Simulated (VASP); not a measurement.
# CoSi (Pnma) in VASP: single point with r2SCAN

Aim: the single point of CoSi with r2SCAN.

Program: VASP 6.6.1. These are calculated values, not measurements. Logs are shortened: lines on timing, memory, paths and dates and some standing lists are left out, and cuts for length are marked.

## Step 1: Starting point

The structure is orthorhombic, space group Pnma (No. 62). Conventional cell: a = 5.324 Å, b = 2.913 Å, c = 6.008 Å, α = 90.00°, β = 90.00°, γ = 90.00°. Co (site symmetry m) is surrounded by 6 Si at 2.28 to 2.38 Å. Si (site symmetry m) is surrounded by 6 Co at 2.28 to 2.38 Å and 2 Si at 2.58 Å.

The cell was built by a generator and needn't be a form met in nature.

## Step 2: Single point, r2SCAN, collinear spin, ferromagnetic start

The input, INCAR:

```
SYSTEM = CoSi
ALGO     = Normal         ! electronic algorithm
EDIFF    = 1E-6           ! SCF threshold, eV
ENCUT    = 520            ! plane-wave cutoff, eV
ISIF     = 2              ! what is computed and relaxed
ISMEAR   = 0              ! smearing method
ISPIN    = 2              ! spin polarisation
KPAR     = 8            
LASPH    = .TRUE.         ! aspherical terms in the spheres
LCHARG   = .FALSE.        ! write CHGCAR
LMAXMIX  = 4              ! l up to which the mixer works
LMIXTAU  = .TRUE.       
LORBIT   = 11             ! projections on sites
LREAL    = .FALSE.        ! projectors in reciprocal space
LWAVE    = .FALSE.        ! write WAVECAR
MAGMOM   = 0.22 0.22 0.22 0.22 -0.01 -0.01 -0.01 -0.01 ! initial moments
METAGGA  = R2SCAN         ! meta-GGA
NELM     = 150            ! most SCF steps
PREC     = Accurate       ! precision mode
SIGMA    = 0.1            ! smearing width, eV
```

The input, KPOINTS:

```
k-points
0
G
  6 10 6
  0 0 0
```

The input, POSCAR:

```
CoSi
1.0
    5.3240900000      0.0000000000      0.0000000000
    0.0000000000      2.9131200000      0.0000000000
    0.0000000000      0.0000000000      6.0078700000
Co Si
4 4
Direct
    0.9961550000      0.7500000000      0.8017680000
    0.5038450000      0.2500000000      0.3017680000
    0.0038450000      0.2500000000      0.1982320000
    0.4961550000      0.7500000000      0.6982320000
    0.3115100000      0.7500000000      0.0587110000
    0.1884900000      0.2500000000      0.5587110000
    0.6884900000      0.2500000000      0.9412890000
    0.8115100000      0.7500000000      0.4412890000
```

Potentials or basis: VASP PAW PBE potentials, release 64 (Co, Si).

On the command line:

```console
$ cat potpaw_PBE.64/Co/POTCAR potpaw_PBE.64/Si/POTCAR > POTCAR
$ mpirun -np 8 vasp_std > vasp.out
```

OUTCAR:

```text
SYSTEM = CoSi
   EDIFF = 1E-6
   ENCUT = 520
   ISIF = 2
   ISMEAR = 0
   ISPIN = 2
   LASPH = .TRUE.
   LORBIT = 11
   LREAL = .FALSE.
   METAGGA = R2SCAN
   NELM = 150
   PREC = Accurate

 ion  position               nearest neighbor table
   1  0.996  0.750  0.802-   5 2.28   6 2.30   6 2.30   7 2.35   7 2.35   8 2.38   4 2.73   4 2.73
                             3 2.79   3 2.79
   2  0.504  0.250  0.302-   6 2.28   5 2.30   5 2.30   8 2.35   8 2.35   7 2.38   3 2.73   3 2.73
                             4 2.79   4 2.79
   3  0.004  0.250  0.198-   7 2.28   8 2.30   8 2.30   5 2.35   5 2.35   6 2.38   2 2.73   2 2.73
                             1 2.79   1 2.79
   4  0.496  0.750  0.698-   8 2.28   7 2.30   7 2.30   6 2.35   6 2.35   5 2.38   1 2.73   1 2.73
                             2 2.79   2 2.79
   5  0.312  0.750  0.059-   1 2.28   2 2.30   2 2.30   3 2.35   3 2.35   4 2.38   7 2.58   7 2.58

   6  0.188  0.250  0.559-   2 2.28   1 2.30   1 2.30   4 2.35   4 2.35   3 2.38   8 2.58   8 2.58

   7  0.688  0.250  0.941-   3 2.28   4 2.30   4 2.30   1 2.35   1 2.35   2 2.38   5 2.58   5 2.58

   8  0.812  0.750  0.441-   4 2.28   3 2.30   3 2.30   2 2.35   2 2.35   1 2.38   6 2.58   6 2.58

  LATTYP: Found a simple orthorhombic cell.
 ALAT       =     2.9131200000
 B/A-ratio  =     1.8276246773
 C/A-ratio  =     2.0623489592

  Lattice vectors:

 A1 = (   0.0000000000,  -2.9131200000,   0.0000000000)
 A2 = (   5.3240900000,   0.0000000000,   0.0000000000)
 A3 = (   0.0000000000,   0.0000000000,   6.0078700000)

Analysis of symmetry for initial positions (statically):
=====================================================================
 Subroutine PRICEL returns:
 Original cell was already a primitive cell.

 Routine SETGRP: Setting up the symmetry group for a
 simple orthorhombic supercell.

 Subroutine GETGRP returns: Found  8 space group operations
 (whereof  2 operations were pure point group operations)
 out of a pool of  8 trial point group operations.

The static configuration has the point symmetry S_2 .
 The point group associated with its full space group is D_2h.

Analysis of symmetry for dynamics (positions and initial velocities):
=====================================================================
 Subroutine PRICEL returns:
 Original cell was already a primitive cell.

 Routine SETGRP: Setting up the symmetry group for a
 simple orthorhombic supercell.

 Subroutine GETGRP returns: Found  8 space group operations
 (whereof  2 operations were pure point group operations)
 out of a pool of  8 trial point group operations.
[... 173 lines left out ...]
  ext. energy  EPLUGINS =         0.00000000
  ---------------------------------------------------
  free energy    TOTEN  =       -91.37449392 eV

  energy without entropy =      -91.36549372  energy(sigma->0) =      -91.36999382

 E-fermi :  10.6955     XC(G=0): -13.3887

 val. band max:       10.6890757827   @ k =   0.1667   0.3000   0.0000
 cond. band min:      10.7181163429   @ k =   0.3333   0.3000   0.3333
 fundamental gap:      0.0290405601
 Fermi energy:        10.6954611588

 spin component 1

 k-point     1 :       0.0000    0.0000    0.0000
  band No.  band energies     occupation
      1      -2.7869      1.00000
      2      -0.1699      1.00000
      3       2.0630      1.00000
      4       2.3423      1.00000
      5       3.9113      1.00000
      6       4.1679      1.00000
[... 805 lines left out ...]
     30      12.1106      0.00000
     31      12.1106      0.00000

 [... further k-points ...]

 spin component 2

 k-point     1 :       0.0000    0.0000    0.0000
  band No.  band energies     occupation
      1      -2.8848      1.00000
      2      -0.2170      1.00000
      3       1.9845      1.00000
      4       2.2452      1.00000
      5       3.8809      1.00000
      6       4.1894      1.00000
[... 805 lines left out ...]
     30      12.5782      0.00000
     31      12.5782      0.00000

 [... further k-points ...]

------------------------ aborting loop because EDIFF is reached ----------------------------------------

  FORCE on cell =-STRESS in cart. coord.  units (eV):
  Direction    XX          YY          ZZ          XY          YZ          ZX
  --------------------------------------------------------------------------------------
  -------------------------------------------------------------------------------------
  Total       -1.6684282     -2.0757205     -3.1016248      0.0000000      0.0000000      0.0000000
  in kB      -28.6875733    -35.6907082    -53.3304867      0.0000000      0.0000000      0.0000000
  external PRESSURE =     -39.2362560 kB  Pullay stress =       0.0000000 kB

 VOLUME and BASIS-vectors are now :
 -----------------------------------------------------------------------------
  energy-cutoff  :      520.00
  volume of cell :       93.18
      direct lattice vectors                 reciprocal lattice vectors
     5.324090000  0.000000000  0.000000000     0.187825525  0.000000000  0.000000000
     0.000000000  2.913120000  0.000000000     0.000000000  0.343274565  0.000000000
     0.000000000  0.000000000  6.007870000     0.000000000  0.000000000  0.166448342

 POSITION                                       TOTAL-FORCE (eV/Angst)
 -----------------------------------------------------------------------------------
      5.30362      2.18484      4.81692         0.002273     -0.000000      0.080044
      2.68252      0.72828      1.81298        -0.002273      0.000000      0.080044
      0.02047      0.72828      1.19095        -0.002273      0.000000     -0.080044
      2.64157      2.18484      4.19489         0.002273     -0.000000     -0.080044
      1.65851      2.18484      0.35273         0.031732      0.000000      0.030468
      1.00354      0.72828      3.35666        -0.031732     -0.000000      0.030468
      3.66558      0.72828      5.65514        -0.031732     -0.000000     -0.030468
      4.32055      2.18484      2.65121         0.031732      0.000000     -0.030468
 -----------------------------------------------------------------------------------
    total drift:                               -0.000000     -0.000000     -0.000000

  FREE ENERGIE OF THE ION-ELECTRON SYSTEM (eV)
  ---------------------------------------------------
  free  energy   TOTEN  =       -91.3744939234 eV

  energy  without entropy=      -91.3654937243  energy(sigma->0) =      -91.36999382

 total charge

# of ion       s       p       d       tot
------------------------------------------
    1        0.474   0.647   7.485   8.606
    2        0.474   0.647   7.485   8.606
    3        0.474   0.647   7.485   8.606
    4        0.474   0.647   7.485   8.606
    5        0.749   0.905   0.000   1.654
    6        0.749   0.905   0.000   1.654
    7        0.749   0.905   0.000   1.654
    8        0.749   0.905   0.000   1.654
--------------------------------------------------
tot          4.893   6.206  29.942  41.041

 magnetization (x)

# of ion       s       p       d       tot
------------------------------------------
    1        0.006  -0.010   0.530   0.525
    2        0.006  -0.010   0.530   0.525
    3        0.006  -0.010   0.530   0.525
    4        0.006  -0.010   0.530   0.525
    5       -0.003  -0.019   0.000  -0.022
    6       -0.003  -0.019   0.000  -0.022
    7       -0.003  -0.019   0.000  -0.022
    8       -0.003  -0.019   0.000  -0.022
--------------------------------------------------
tot          0.012  -0.118   2.118   2.012
```

stdout:

```text
POSCAR found type information on POSCAR CoSi
 POSCAR found :  2 types and       8 ions
 scaLAPACK will be used
 -----------------------------------------------------------------------------
|                                                                             |
|           W    W    AA    RRRRR   N    N  II  N    N   GGGG   !!!           |
|           W    W   A  A   R    R  NN   N  II  NN   N  G    G  !!!           |
|           W    W  A    A  R    R  N N  N  II  N N  N  G       !!!           |
[... 20 lines left out ...]
 -----------------------------------------------------------------------------

 LDA part: xc-table for (None), standard interpolation
 POSCAR, INCAR and KPOINTS ok, starting setup
 FFT: planning ... GRIDC
 FFT: planning ... GRID_SOFT
 FFT: planning ... GRID
 WAVECAR not read
 entering main loop
```

Run time: 4 min. Hardware: 8 MPI ranks of Intel Xeon 6975P-C (Granite Rapids), shared host; peak memory 0.57 GiB.

Results:

- Free energy: -91.3745 eV
- Pressure: -3.9 GPa
- Largest force: 0.080 eV/Å
- Band gap on the k mesh: none (metal or under the smearing width)
- Net moment: 1.78 μB per cell
- Site moments: Co +0.53; Si -0.02 μB
- Valence electrons inside the program's atomic spheres: Co 8.61; Si 1.65

Forces in eV/Å, atoms in the order of the input:
```
Co   0.002  0.000  0.080
Co  -0.002  0.000  0.080
Co  -0.002  0.000 -0.080
Co   0.002  0.000 -0.080
Si   0.032  0.000  0.030
Si  -0.032  0.000  0.030
Si  -0.032  0.000 -0.030
Si   0.032  0.000 -0.030
```

Levels at points of the mesh, in eV from the Fermi level:
Spin up:
```csv
k point,band 25,band 26,band 27,band 28,band 29,band 30
"(0.00, 0.00, 0.00)",-1.06,-0.86,-0.50,0.96,1.79,2.86
"(0.50, 0.00, 0.00)",-1.12,-1.12,1.27,1.27,4.29,4.29
"(0.00, 0.50, 0.00)",-0.90,-0.90,-0.75,-0.75,0.23,0.23
"(0.50, 0.50, 0.00)",-0.88,-0.88,-0.88,-0.88,1.42,1.42
"(0.00, 0.00, 0.50)",-1.13,-1.13,0.08,0.08,3.60,3.60
"(0.50, 0.00, 0.50)",-1.04,-1.04,1.00,1.00,3.12,3.12
"(0.00, 0.50, 0.50)",-1.19,-1.19,-0.73,-0.73,0.80,0.80
"(0.50, 0.50, 0.50)",-0.88,-0.88,-0.88,-0.88,3.04,3.04
```
Spin down:
| k point | band 22 | band 23 | band 24 | band 25 | band 26 | band 27 | band 28 | band 29 |
| --- | --- | --- | --- | --- | --- | --- | --- | --- |
| (0.00, 0.00, 0.00) | -1.11 | -0.83 | -0.80 | -0.75 | -0.39 | 0.50 | 1.82 | 2.20 |
| (0.50, 0.00, 0.00) | -1.29 | -0.74 | -0.74 | -0.71 | -0.71 | 1.78 | 1.78 | 4.53 |
| (0.00, 0.50, 0.00) | -1.33 | -0.92 | -0.92 | 0.68 | 0.68 | 0.71 | 0.71 | 0.89 |
| (0.50, 0.50, 0.00) | -0.61 | -0.61 | -0.61 | 0.61 | 0.61 | 0.61 | 0.61 | 1.88 |
| (0.00, 0.00, 0.50) | -1.22 | -1.00 | -1.00 | -0.86 | -0.86 | 1.01 | 1.01 | 3.87 |
| (0.50, 0.00, 0.50) | -1.26 | -0.97 | -0.97 | -0.57 | -0.57 | 1.60 | 1.60 | 3.52 |
| (0.00, 0.50, 0.50) | -1.25 | -0.99 | -0.99 | 0.53 | 0.53 | 0.82 | 0.82 | 1.34 |
| (0.50, 0.50, 0.50) | -0.97 | -0.97 | -0.97 | 0.74 | 0.74 | 0.74 | 0.74 | 3.20 |

Caveat: the PAW data sets were made with another functional, which shifts forces and pressure a little.
